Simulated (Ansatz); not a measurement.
V (fcc): energy against volume

Theory: DFT, PBE, plane waves (420 eV) with PAW, scalar-relativistic in Ansatz.

The cell is scaled uniformly from the relaxed one, with fractional coordinates and shape fixed. Energies are extrapolated to zero smearing, pressures are those at the given smearing. Magnetic state: non-magnetic.

A Birch-Murnaghan fit gives V₀ = 13.89 Å³/atom, B₀ = 176 GPa, B₀′ = 3.9.

(1) What are the energy above the minimum and the pressure at 12.792 Å³/atom?

(2) What are the energy above the minimum and the pressure at 13.348 Å³/atom?

(3) What are the energy above the minimum and the pressure at 14.461 Å³/atom?

Results:

(1) 54.9 meV/atom and 17.21 GPa as computed.

(2) 12.5 meV/atom and 7.73 GPa as computed.

(3) 12.0 meV/atom and -6.46 GPa as computed.
